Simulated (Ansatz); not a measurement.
**Band structure of I**

```
I
1.0
     0.00000    2.36560    3.90984
     2.19225    0.00000    3.90984
     2.19225    2.36560    0.00000
I
1
Direct
  0.00000 0.00000 0.00000
```

The conventional cell has a = 4.384 Å, b = 4.731 Å, c = 7.820 Å, α = 90.00°, β = 90.00°, γ = 90.00°. I (atom 1) has 4 I at 3.23 Å as nearest neighbours.

The cell is the one relaxed in the Materials Project (mp-1180981), not relaxed further here; entries there can be hypothetical.

Level of theory: DFT, PBEsol, all-electron LAPW, Dirac equation with spin-orbit coupling in Ansatz 0.2.0.

The runs use a Γ-centred 14×14×14 k mesh, Fermi–Dirac smearing of 0.03 eV, basis error target 0.5 meV/atom, no spin polarisation.

Points in fractions of the reciprocal vectors of this cell: Γ (0, 0, 0), Y (0.5, 0, 0.5), C0 (0.5, 0.114, 0.614), A0 (0.5, 0.886, 0.386), Z (0.5, 0.5, 0), B0 (0.95, 0.5, 0.45), D0 (0.05, 0.5, 0.55), T (0, 0.5, 0.5), G0 (0.138, 0.638, 0.5). The path joins them by straight lines in the order Γ–Y–C0–A0–Z–B0–D0–T–G0; legs that retrace an earlier one aren't tabulated. Energies are in eV from the Fermi level.

Task: Metal or insulator at this level of theory?

Result: No gap opens: metallic or semimetallic.

Task: Tabulate bands 24 to 29, counted from the lowest band of the run, along the path.

Result: 
```json
{"k (1/Å)": "0.00", "point": "Γ", "band 24": "0.51", "band 25": "1.38", "band 26": "1.38", "band 27": "4.35", "band 28": "4.35", "band 29": "7.59"}
{"k (1/Å)": "0.27", "point": "", "band 24": "-0.14", "band 25": "0.54", "band 26": "0.54", "band 27": "4.69", "band 28": "4.69", "band 29": "8.76"}
{"k (1/Å)": "0.53", "point": "", "band 24": "-1.04", "band 25": "-0.96", "band 26": "-0.96", "band 27": "5.46", "band 28": "5.46", "band 29": "8.74"}
{"k (1/Å)": "0.80", "point": "", "band 24": "-2.29", "band 25": "-0.88", "band 26": "-0.88", "band 27": "5.88", "band 28": "5.88", "band 29": "7.51"}
{"k (1/Å)": "1.06", "point": "", "band 24": "-3.14", "band 25": "-0.56", "band 26": "-0.56", "band 27": "4.47", "band 28": "4.47", "band 29": "6.78"}
{"k (1/Å)": "1.33", "point": "Y", "band 24": "-3.43", "band 25": "-0.44", "band 26": "-0.44", "band 27": "3.86", "band 28": "3.86", "band 29": "6.54"}
{"k (1/Å)": "1.39", "point": "", "band 24": "-3.43", "band 25": "-0.47", "band 26": "-0.47", "band 27": "3.92", "band 28": "3.92", "band 29": "6.54"}
{"k (1/Å)": "1.46", "point": "", "band 24": "-3.42", "band 25": "-0.56", "band 26": "-0.56", "band 27": "4.09", "band 28": "4.09", "band 29": "6.56"}
{"k (1/Å)": "1.52", "point": "", "band 24": "-3.39", "band 25": "-0.69", "band 26": "-0.69", "band 27": "4.37", "band 28": "4.37", "band 29": "6.59"}
{"k (1/Å)": "1.59", "point": "", "band 24": "-3.35", "band 25": "-0.87", "band 26": "-0.87", "band 27": "4.75", "band 28": "4.75", "band 29": "6.65"}
{"k (1/Å)": "1.65", "point": "C0", "band 24": "-3.29", "band 25": "-1.08", "band 26": "-1.08", "band 27": "5.21", "band 28": "5.21", "band 29": "6.74"}
{"k (1/Å)": "2.00", "point": "", "band 24": "-1.86", "band 25": "-1.20", "band 26": "-1.20", "band 27": "6.06", "band 28": "6.06", "band 29": "7.13"}
{"k (1/Å)": "2.35", "point": "", "band 24": "-1.78", "band 25": "1.18", "band 26": "1.18", "band 27": "4.85", "band 28": "4.85", "band 29": "9.41"}
{"k (1/Å)": "2.70", "point": "", "band 24": "-1.78", "band 25": "1.18", "band 26": "1.18", "band 27": "4.85", "band 28": "4.85", "band 29": "9.41"}
{"k (1/Å)": "3.04", "point": "", "band 24": "-1.86", "band 25": "-1.20", "band 26": "-1.20", "band 27": "6.06", "band 28": "6.06", "band 29": "7.13"}
{"k (1/Å)": "3.39", "point": "A0", "band 24": "-3.29", "band 25": "-1.08", "band 26": "-1.08", "band 27": "5.21", "band 28": "5.21", "band 29": "6.74"}
{"k (1/Å)": "3.61", "point": "", "band 24": "-2.84", "band 25": "-1.89", "band 26": "-1.89", "band 27": "7.15", "band 28": "7.15", "band 29": "7.41"}
{"k (1/Å)": "3.83", "point": "", "band 24": "-2.30", "band 25": "-1.97", "band 26": "-1.97", "band 27": "8.08", "band 28": "8.08", "band 29": "9.64"}
{"k (1/Å)": "4.06", "point": "", "band 24": "-1.42", "band 25": "-0.78", "band 26": "-0.78", "band 27": "9.05", "band 28": "9.05", "band 29": "9.78"}
{"k (1/Å)": "4.28", "point": "", "band 24": "-0.33", "band 25": "0.49", "band 26": "0.49", "band 27": "7.90", "band 28": "7.90", "band 29": "8.07"}
{"k (1/Å)": "4.50", "point": "Z", "band 24": "0.21", "band 25": "1.15", "band 26": "1.15", "band 27": "7.02", "band 28": "7.02", "band 29": "7.20"}
{"k (1/Å)": "4.74", "point": "", "band 24": "-0.37", "band 25": "0.46", "band 26": "0.46", "band 27": "7.98", "band 28": "7.98", "band 29": "8.12"}
{"k (1/Å)": "4.98", "point": "", "band 24": "-1.51", "band 25": "-0.85", "band 26": "-0.85", "band 27": "8.88", "band 28": "8.88", "band 29": "9.32"}
{"k (1/Å)": "5.21", "point": "", "band 24": "-2.28", "band 25": "-2.09", "band 26": "-2.09", "band 27": "7.16", "band 28": "7.16", "band 29": "7.86"}
{"k (1/Å)": "5.45", "point": "", "band 24": "-3.03", "band 25": "-1.61", "band 26": "-1.61", "band 27": "5.14", "band 28": "5.14", "band 29": "6.68"}
{"k (1/Å)": "5.69", "point": "B0", "band 24": "-3.54", "band 25": "-0.88", "band 26": "-0.88", "band 27": "3.98", "band 28": "3.98", "band 29": "5.82"}
{"k (1/Å)": "6.08", "point": "", "band 24": "-2.02", "band 25": "-1.27", "band 26": "-1.27", "band 27": "5.70", "band 28": "5.70", "band 29": "6.24"}
{"k (1/Å)": "6.47", "point": "", "band 24": "-1.76", "band 25": "1.07", "band 26": "1.07", "band 27": "4.87", "band 28": "4.87", "band 29": "9.32"}
{"k (1/Å)": "6.87", "point": "", "band 24": "-1.76", "band 25": "1.07", "band 26": "1.07", "band 27": "4.87", "band 28": "4.87", "band 29": "9.32"}
{"k (1/Å)": "7.26", "point": "", "band 24": "-2.02", "band 25": "-1.27", "band 26": "-1.27", "band 27": "5.70", "band 28": "5.70", "band 29": "6.24"}
{"k (1/Å)": "7.65", "point": "D0", "band 24": "-3.54", "band 25": "-0.88", "band 26": "-0.88", "band 27": "3.98", "band 28": "3.98", "band 29": "5.82"}
{"k (1/Å)": "7.67", "point": "", "band 24": "-3.56", "band 25": "-0.83", "band 26": "-0.83", "band 27": "3.92", "band 28": "3.92", "band 29": "5.76"}
{"k (1/Å)": "7.70", "point": "", "band 24": "-3.59", "band 25": "-0.79", "band 26": "-0.79", "band 27": "3.87", "band 28": "3.87", "band 29": "5.72"}
{"k (1/Å)": "7.73", "point": "", "band 24": "-3.60", "band 25": "-0.76", "band 26": "-0.76", "band 27": "3.83", "band 28": "3.83", "band 29": "5.68"}
{"k (1/Å)": "7.75", "point": "", "band 24": "-3.61", "band 25": "-0.74", "band 26": "-0.74", "band 27": "3.81", "band 28": "3.81", "band 29": "5.66"}
{"k (1/Å)": "7.78", "point": "T", "band 24": "-3.61", "band 25": "-0.74", "band 26": "-0.74", "band 27": "3.80", "band 28": "3.80", "band 29": "5.66"}
{"k (1/Å)": "7.83", "point": "", "band 24": "-3.61", "band 25": "-0.74", "band 26": "-0.74", "band 27": "3.81", "band 28": "3.81", "band 29": "5.67"}
{"k (1/Å)": "7.87", "point": "", "band 24": "-3.61", "band 25": "-0.73", "band 26": "-0.73", "band 27": "3.82", "band 28": "3.82", "band 29": "5.72"}
{"k (1/Å)": "7.91", "point": "", "band 24": "-3.61", "band 25": "-0.73", "band 26": "-0.73", "band 27": "3.85", "band 28": "3.85", "band 29": "5.80"}
{"k (1/Å)": "7.96", "point": "", "band 24": "-3.60", "band 25": "-0.72", "band 26": "-0.72", "band 27": "3.88", "band 28": "3.88", "band 29": "5.91"}
{"k (1/Å)": "8.00", "point": "G0", "band 24": "-3.60", "band 25": "-0.70", "band 26": "-0.70", "band 27": "3.91", "band 28": "3.91", "band 29": "6.05"}
```
